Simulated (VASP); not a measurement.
# Band edges against the vacuum: SiC(110), part 3 of 3

Where do the bulk band edges lie against the vacuum outside SiC(110)?

VASP 6.6.1; PBEsol; plane waves and PAW (Si, C).

So far, gap on the k-mesh (eV): step 3 (band edges of the bulk) 1.27.

### Step 5. Vacuum level and density of states

A static run writes the electrostatic potential without exchange and correlation (LVHAR), which is flat in the vacuum and gives the level to count from. The dipole correction cancels the field that unlike faces would set up across the vacuum.

INCAR

```
SYSTEM = SiC
PREC = Normal
ENCUT = 440
EDIFF = 1E-06
NELM = 120
ISMEAR = 0
SIGMA = 0.03
LREAL = Auto
ALGO = Fast
GGA = PS
NBANDS = 54
LORBIT = 11
LWAVE = .FALSE.
LCHARG = .TRUE.
KPAR = 4
LASPH = .TRUE.
IDIPOL = 3
LDIPOL = .TRUE.
DIPOL = 0.5 0.5 0.5
LVHAR = .TRUE.
LVACPOTAV = .TRUE.
NEDOS = 1500
```

POSCAR

```
SiC
1.0
    3.0829855660      0.0000000000      0.0000000000
    0.0000000000      4.3600000000      0.0000000000
    0.0000000000      0.0000000000     28.3319422639
Si C
9 9
Direct
    0.0000000000      0.0447809457      0.2910260476
    0.5000000000      0.4950929129      0.3346644486
    0.0000000000      0.9975525795      0.3915107595
    0.5000000000      0.4945867098      0.4454094463
    0.0000000000      0.9957909392      0.5000000000
    0.5000000000      0.4945867098      0.5545905537
    0.0000000000      0.9975525795      0.6084892405
    0.5000000000      0.4950929129      0.6653355514
    0.0000000000      0.0447809457      0.7089739524
    0.0000000000      0.7395039433      0.3361285606
    0.5000000000      0.2400996103      0.2822161496
    0.0000000000      0.7447236906      0.4455278935
    0.5000000000      0.2479623193      0.3908453096
    0.0000000000      0.7447236906      0.5544721065
    0.5000000000      0.2456036380      0.5000000000
    0.0000000000      0.7395039433      0.6638714394
    0.5000000000      0.2479623193      0.6091546904
    0.5000000000      0.2400996103      0.7177838504
```

KPOINTS

```
Automatic mesh
0
Gamma
8 6 1
0 0 0
```

KPOINTS_OPT

```
Line mode
14
Line-mode
Reciprocal
  0.00000000   0.00000000   0.00000000 GAMMA
  0.50000000   0.00000000   0.00000000 X

  0.50000000   0.00000000   0.00000000 X
  0.50000000   0.50000000   0.00000000 S

  0.50000000   0.50000000   0.00000000 S
  0.00000000   0.50000000   0.00000000 Y

  0.00000000   0.50000000   0.00000000 Y
  0.00000000   0.00000000   0.00000000 GAMMA

  0.00000000   0.00000000   0.00000000 GAMMA
  0.50000000   0.50000000   0.00000000 S
```

The projector-augmented-wave data sets are Si and C (PBE family, release 64).

Launch:

```
mpirun -np 4 vasp_std
```

What it wrote:

```text
[... set-up lines as in an earlier step ...]
 entering main loop
       N       E                     dE             d eps       ncg     rms          rms(c)
DAV:   1     0.345588441129E+03    0.34559E+03   -0.27291E+04  2160   0.969E+02
DAV:   2    -0.107823753814E+03   -0.45341E+03   -0.43374E+03  2894   0.225E+02
DAV:   3    -0.153866312781E+03   -0.46043E+02   -0.45388E+02  2690   0.695E+01
DAV:   4    -0.156010867080E+03   -0.21446E+01   -0.21382E+01  3008   0.168E+01
DAV:   5    -0.156092902026E+03   -0.82035E-01   -0.81977E-01  3016   0.296E+00    0.267E+01
RMM:   6    -0.138382115493E+03    0.17711E+02   -0.41555E+01  2324   0.178E+01    0.120E+01
RMM:   7    -0.138296785393E+03    0.85330E-01   -0.15755E+01  2531   0.119E+01    0.538E+00
RMM:   8    -0.138002691543E+03    0.29409E+00   -0.12603E+00  2571   0.430E+00    0.170E+00
RMM:   9    -0.137994422794E+03    0.82687E-02   -0.28177E-01  2817   0.206E+00    0.565E-01
RMM:  10    -0.137986833249E+03    0.75895E-02   -0.92615E-02  2874   0.969E-01    0.289E-01
RMM:  11    -0.137988626709E+03   -0.17935E-02   -0.15545E-02  3046   0.442E-01    0.134E-01
RMM:  12    -0.137989259692E+03   -0.63298E-03   -0.28777E-03  2850   0.182E-01    0.652E-02
RMM:  13    -0.137990334988E+03   -0.10753E-02   -0.15834E-03  2736   0.124E-01    0.737E-02
RMM:  14    -0.137990399960E+03   -0.64972E-04   -0.42067E-04  2920   0.593E-02    0.335E-02
RMM:  15    -0.137991175260E+03   -0.77530E-03   -0.59817E-04  2847   0.674E-02    0.224E-02
RMM:  16    -0.137991313459E+03   -0.13820E-03   -0.11308E-04  3025   0.346E-02    0.270E-02
RMM:  17    -0.137991398660E+03   -0.85202E-04   -0.43993E-05  2742   0.187E-02    0.110E-02
RMM:  18    -0.137991431196E+03   -0.32535E-04   -0.71098E-05  2817   0.233E-02    0.947E-03
RMM:  19    -0.137991498117E+03   -0.66921E-04   -0.16125E-05  2672   0.120E-02    0.326E-03
RMM:  20    -0.137991513718E+03   -0.15601E-04   -0.25254E-06  2060   0.428E-03    0.211E-03
RMM:  21    -0.137991550694E+03   -0.36976E-04   -0.32722E-06  2161   0.326E-03    0.137E-03
RMM:  22    -0.137991556749E+03   -0.60548E-05   -0.65055E-07  1948   0.189E-03    0.136E-03
RMM:  23    -0.137991561916E+03   -0.51673E-05   -0.43508E-07  1715   0.133E-03    0.396E-04
RMM:  24    -0.137991562729E+03   -0.81279E-06   -0.27965E-07  1743   0.151E-03
 -----------------------------------------------------------------------------
|                                                                             |
|           W    W    AA    RRRRR   N    N  II  N    N   GGGG   !!!           |
|           W    W   A  A   R    R  NN   N  II  NN   N  G    G  !!!           |
|           W    W  A    A  R    R  N N  N  II  N N  N  G       !!!           |
|           W WW W  AAAAAA  RRRRR   N  N N  II  N  N N  G  GGG   !            |
|           WW  WW  A    A  R   R   N   NN  II  N   NN  G    G                |
|           W    W  A    A  R    R  N    N  II  N    N   GGGG   !!!           |
|                                                                             |
|     Did not find any points to average over, which means that no vacuum     |
|     field-free region was found. Please increase the size of  your cell     |
|     in the dimension of the dipole correction to obtain accurate            |
|     workfunction values.                                                    |
|                                                                             |
 -----------------------------------------------------------------------------

   1 F= -.13799156E+03 E0= -.13799156E+03  d E =-.733293E-07
 Start KPOINTS_OPT (optional k-point list driver)
k-point batch [1-20\70]
       N       E                     dE             ncg
DAV:   1     0.161634308836E+04   -0.27772E+05     2160
DAV:   2    -0.634979151773E+04   -0.79661E+04     2882
DAV:   3    -0.712406452264E+04   -0.77427E+03     2584
DAV:   4    -0.715956342809E+04   -0.35499E+02     2960
DAV:   5    -0.716072325667E+04   -0.11598E+01     2832
DAV:   6    -0.716077654934E+04   -0.53293E-01     3064
DAV:   7    -0.716077890154E+04   -0.23522E-02     2832
DAV:   8    -0.716077903644E+04   -0.13490E-03     2848
DAV:   9    -0.716077904320E+04   -0.67554E-05     2344
DAV:  10    -0.716077904356E+04   -0.36423E-06     1616
[...]
k-point batch [61-70\70]
       N       E                     dE             ncg
DAV:   1     0.167695989351E+04   -0.17257E+05     1080
DAV:   2    -0.228725105833E+04   -0.39642E+04     1486
DAV:   3    -0.264540234863E+04   -0.35815E+03     1320
DAV:   4    -0.266052367817E+04   -0.15121E+02     1544
DAV:   5    -0.266099301036E+04   -0.46933E+00     1456
DAV:   6    -0.266101667119E+04   -0.23661E-01     1576
DAV:   7    -0.266101775957E+04   -0.10884E-02     1464
DAV:   8    -0.266101782692E+04   -0.67349E-04     1392
DAV:   9    -0.266101783079E+04   -0.38748E-05     1232
DAV:  10    -0.266101783103E+04   -0.23407E-06      976
```

The job ended after 1.7 min (4 MPI ranks of AMD EPYC 9R45, shared host; peak memory 2 GiB; 6.6 min of CPU time).

From OUTCAR (step 5):

```text
   NELECT =      72.0000    total number of electrons

 E-fermi :   1.4575

 k-point     1 :       0.0000    0.0000    0.0000
  band No.  band energies     occupation
    ...
     32       0.3772      2.00000
     33       0.6545      2.00000
     34       0.7744      2.00000
     35       0.9155      2.00000
     36       0.9836      2.00000
     37       2.4768      0.00000
     38       3.1213      0.00000
     39       3.9524      0.00000
     40       4.2635      0.00000
     41       4.3862      0.00000
    ...

  Total        0.8216059      0.7310042     -0.9901247      0.0000000      0.0000000      0.0000000
  in kB        3.4565259      3.0753612     -4.1654903      0.0000000      0.0000000      0.0000000
  external PRESSURE =       0.7887989 kB  Pullay stress =       0.0000000 kB

 POSITION                                       TOTAL-FORCE (eV/Angst)
 -----------------------------------------------------------------------------------
      0.00000      0.19524      8.24533        -0.000000      0.003000      0.004790
      1.54149      2.15861      9.48169        -0.000000     -0.011870     -0.002844
      0.00000      4.34933     11.09226        -0.000000     -0.002675     -0.005078
      1.54149      2.15640     12.61931        -0.000000     -0.001124     -0.002099
      0.00000      4.34165     14.16597        -0.000000      0.012859     -0.000000
      1.54149      2.15640     15.71263        -0.000000     -0.001124      0.002099
      0.00000      4.34933     17.23968        -0.000000     -0.002675      0.005078
      1.54149      2.15861     18.85025        -0.000000     -0.011870      0.002844
      0.00000      0.19524     20.08661        -0.000000      0.003000     -0.004790
      0.00000      3.22424      9.52317        -0.000000     -0.018106      0.019482
      1.54149      1.04683      7.99573         0.000000      0.005112      0.026920
      0.00000      3.24700     12.62267        -0.000000      0.001787      0.018280
      1.54149      1.08112     11.07341        -0.000000      0.012141      0.004178
      0.00000      3.24700     15.70927        -0.000000      0.001787     -0.018280
      1.54149      1.07083     14.16597        -0.000000      0.010612     -0.000000
      0.00000      3.22424     18.80877        -0.000000     -0.018106     -0.019482
      1.54149      1.08112     17.25854        -0.000000      0.012141     -0.004178
      1.54149      1.04683     20.33621         0.000000      0.005112     -0.026920
 -----------------------------------------------------------------------------------
    total drift:                                0.000000     -0.002178     -0.000005

  FREE ENERGIE OF THE ION-ELECTRON SYSTEM (eV)
  ---------------------------------------------------
  free  energy   TOTEN  =      -137.9915627291 eV

  energy  without entropy=     -137.9915626557  energy(sigma->0) =     -137.99156269

 vacuum level on the upper side and lower side of the slab         6.889         6.889

[... 8 parts as in an earlier step ...]

[... 10 further parts left out ...]
```

This step gave:

```yaml
electronic_cycles: 24
free_energy_toten: -137.9916 eV
fermi_energy: 1.458 eV
least_gap_on_mesh_and_path: 0.1817 eV
least_direct_gap_on_mesh_and_path: 0.4782 eV
vacuum_levels: 6.889, 6.889 eV
ionisation_potentials_of_the_upper_and_lower_face: 5.522, 5.522 eV
electron_affinities_of_the_upper_and_lower_face: 5.341, 5.341 eV
```

The electronic bands at the labelled points (eV, zero at the valence-band top; v1 is the highest filled band, c1 the lowest empty one):

| point | v4 | v3 | v2 | v1 | c1 | c2 | c3 | c4 |
| --- | --- | --- | --- | --- | --- | --- | --- | --- |
| Γ | -0.71 | -0.59 | -0.45 | -0.38 | 1.11 | 1.75 | 2.59 | 2.90 |
| 0.46 of the way | -2.01 | -1.45 | -0.84 | -0.69 | 2.28 | 2.46 | 3.14 | 3.17 |
| X | -2.34 | -2.33 | -0.42 | -0.30 | 0.18 | 0.31 | 1.17 | 1.76 |
| 0.46 of the way | -2.22 | -2.16 | -0.28 | -0.17 | 0.85 | 0.94 | 2.37 | 2.45 |
| S | -1.93 | -1.77 | -0.13 | 0.00 | 1.58 | 1.69 | 4.28 | 4.34 |
| 0.46 of the way | -1.77 | -1.67 | -0.25 | -0.21 | 2.05 | 2.13 | 4.38 | 4.46 |
| Y | -1.77 | -1.66 | -0.56 | -0.52 | 2.19 | 2.29 | 3.60 | 3.96 |
| 0.54 of the way | -1.15 | -1.15 | -0.53 | -0.42 | 1.62 | 2.19 | 2.77 | 2.92 |
| Γ | -0.71 | -0.59 | -0.45 | -0.38 | 1.11 | 1.75 | 2.59 | 2.90 |
| 0.46 of the way | -1.59 | -1.32 | -0.51 | -0.42 | 2.12 | 2.24 | 3.49 | 3.50 |
| S | -1.93 | -1.77 | -0.13 | 0.00 | 1.58 | 1.69 | 4.28 | 4.34 |

Of the projections kept (Si, C), the largest for each band there; the rest of the weight can lie on other orbitals:

| point | v4 | v3 | v2 | v1 | c1 | c2 | c3 | c4 |
| --- | --- | --- | --- | --- | --- | --- | --- | --- |
| Γ | C 0.85 | C 0.88 | C 0.92 | C 0.94 | C 0.57 | Si 0.50 | Si 0.57 | C 0.61 |
| X | C 0.63 | C 0.66 | C 0.86 | C 0.87 | Si 0.67 | Si 0.77 | C 0.51 | Si 0.62 |
| S | C 0.70 | C 0.71 | C 0.90 | C 0.91 | Si 0.74 | Si 0.70 | C 0.69 | C 0.88 |
| Y | C 0.72 | C 0.71 | C 0.88 | C 0.89 | Si 0.75 | Si 0.71 | Si 0.69 | Si 0.59 |
| Γ | C 0.85 | C 0.88 | C 0.92 | C 0.94 | C 0.57 | Si 0.50 | Si 0.57 | C 0.61 |
| S | C 0.70 | C 0.71 | C 0.90 | C 0.91 | Si 0.74 | Si 0.70 | C 0.69 | C 0.88 |

The planar average of the electrostatic potential oscillates, so the rows of the table below give means over windows of 1.51 Å about each position, cut where the curve ends. Its maxima inside the range that stand out by 2 % of the span (Å: eV): 8.8: -6.94, 10.3: -2.73, 11.9: -3.49, 13.4: -3.27, 14.9: -3.27, 16.4: -3.49, 18.0: -2.73, 19.5: -6.94. Its minima: 8.2: -12.7, 9.4: -13.7, 11.1: -13.2, 12.7: -13.3, 14.2: -13.3, 15.7: -13.3, 17.2: -13.2, 18.9: -13.7, 20.1: -12.7.

Zero at the Fermi level. Table of planar average of the electrostatic potential by height; means over each step:

| height (Å) | planar average of the electrostatic potential (eV) |
| --- | --- |
| 0.76 | 5.43 |
| 2.27 | 5.43 |
| 3.78 | 5.43 |
| 5.29 | 5.41 |
| 6.80 | 3.72 |
| 8.31 | -8.96 |
| 9.82 | -8.74 |
| 11.33 | -8.72 |
| 12.84 | -8.76 |
| 14.35 | -8.76 |
| 15.86 | -8.82 |
| 17.37 | -8.62 |
| 18.88 | -9.66 |
| 20.39 | -7.00 |
| 21.90 | 4.82 |
| 23.41 | 5.43 |
| 24.92 | 5.43 |
| 26.43 | 5.43 |
| 27.94 | 5.43 |

Density of states in the PAW spheres, an atom over height of the layer and energy from the Fermi level.

Ten even steps from '_' (0.000 states/eV) to '@' (0.763 states/eV), each cell a mean:
```
__________________________
__________________________
@@....__________..::__..@@
++..____________....__..++
________......__..________
..__..::::::::..--::____..
--..::----==--::++==....--
--::--==------::++==::::--
==::--====--==::++==::::==
==--==--------::==++::--==
--::----------::====::::--
--::----------::==--::::--
::::--::::::::::--==::::::
::::::::::::::::::--::::::
....::::::::::..::::......
....::::::::::..::::......
..::::....::....::::..::..
..............__..........
....__....__........__....
..::::....__......::::::..
::------::--::----------::
..------==--==--::::----..
```
Columns: height of the layer (Å) from 8 to 20.3 (not evenly spaced); rows upwards: energy from the Fermi level (eV) from -7.9 to 0.5.

Electrostatic potential energy in the cb plane at fractional x = 0.000, with atoms of Si and C within 0.2 Å of it. With pseudopotentials it is smooth inside the atoms' cores, unlike the true potential.

Values in eV, 6 rows by 16 columns, each cell a mean:
```
  7   7   7   7   7   7   5  -8 -32 -16 -22 -43 -15 -20 -47 -14
  7   7   7   7   7   7   6   3   0 -30 -10  -2 -26 -14  -2 -23
  7   7   7   7   7   7   7   6   4  -8   2   4  -6   1   4  -4
  7   7   7   7   7   7   7   6   3   2   4   4   3   3   4   3
  7   7   7   7   7   7   6  -2 -20  -1  -2  -6   2  -1  -6   2
  7   7   7   7   7   7   5 -22 -67  -6 -27 -54  -1 -22 -58  -2
```
Columns run along c (16.0 Å, from fractional 0.00 to 0.57 of the cell; values clipped at the 3rd and 97th percentile), rows up along b (4.4 Å). Atoms in or near the plane, at fractional coordinates: Si at (0.29, 0.04), Si at (0.39, 0.00), Si at (0.50, 0.00), C at (0.34, 0.74), C at (0.45, 0.74), C at (0.55, 0.74).

Valence density in the cb plane at fractional x = 0.000, with atoms of Si and C within 0.2 Å of it. It is the smooth field of the valence electrons, not physical close to the nuclei.

Ten even steps from '0' (-0.1 e/Å³) to '9' (1.6 e/Å³), each cell a mean:
```
00000000000000000000111345444311344444202444
00000000000000000000012368985323479975323689
00000000000000000000001259995322489984223599
00000000000000000000001147984211259962111379
00000000000000000000000124542100134431101235
00000000000000000000000011211000112211000112
00000000000000000000001111111000111111000111
00000000000000000000111111111111110011111100
00000000000000000000122221111122110011222110
00000000000000000001120111111222211112222111
00000000000000000001110022222100222222001222
```
Columns run along c (16.0 Å, from fractional 0.00 to 0.57 of the cell), rows up along b (4.4 Å). Atoms in or near the plane, at fractional coordinates: Si at (0.29, 0.04), Si at (0.39, 0.00), Si at (0.50, 0.00), C at (0.34, 0.74), C at (0.45, 0.74), C at (0.55, 0.74).

The map of layer states is cut here 0.5 eV above the Fermi level, so it leaves out the states above that.

The vacuum level lies 5.52 eV above the highest filled level at the upper face; both faces agree, as the slab has next to no dipole.

The program found no field-free point at its default tolerance, but its printed level agrees with the flat part of the planar average.

### Step 6. Lining up bulk and slab

This step: band edges against the vacuum, PBEsol; plane waves and PAW (VASP 6.6.1).

This step runs nothing: it gathers the runs above.

Numbers from this step:

| Item | Value |
| --- | --- |
| ionisation energy | 6.125 eV |
| offset spread | 0.06490 eV |
| bulk gap | 1.274 eV |
| slab gap | 0.1817 eV |
| electron affinity | 4.850 eV |
| buckling | 0.2496 Å |
| tilt | 16.34 degree |
| surface energy, relaxed | 3.141 J/m² |

The averaged core potentials of the four middle atoms lie -7.278 eV from those of the bulk run. The bulk valence top (8.043 eV), moved by that offset, is taken from the upper vacuum level (6.889 eV).

### Step 7. Summary of results

```
ionisation energy       : 6.12 eV
electron affinity       : 4.85 eV
buckling                : 0.250 Å
surface energy, relaxed : 3.14 J/m²
```

**Reading.** The bulk valence-band top lies 6.12 eV below the vacuum of SiC(110), and the conduction-band bottom 4.85 eV. The top layer buckles by 0.25 Å, a tilt of 16°, with C outermost, as the anion takes the dangling-bond electrons and the cation flattens towards sp². The surface costs 3.14 J/m². The slab's least gap is 0.18 eV, against 1.27 eV in the bulk. Confinement widens it, surface states can narrow it, and the two gaps need not lie at the same wave vector; the faces' own affinities count to the slab's lowest empty state. The offsets of the four middle atoms spread by 0.06 eV; a shift common to all four would not show in it. The bulk edges are read on a mesh, so a band minimum between its points makes the gap too large and the affinity too small. One thickness was run. Semilocal band edges put the valence top too high and the gap too small.

[Lines on the potential files, build, host, timing and source positions are cut from VASP's logs without a mark.]

[Logs are printed without paths, hosts, clocks, repeated set-up lines and the standing remarks that a program may print on its own settings, such as how far it seeks lower states.]

[Hosts, paths, dates, database ids (printed as entryN), source tags and the programs' standing remarks are cut or masked in the printed files.]

[Runs that stopped without an error message from VASP are left out.]
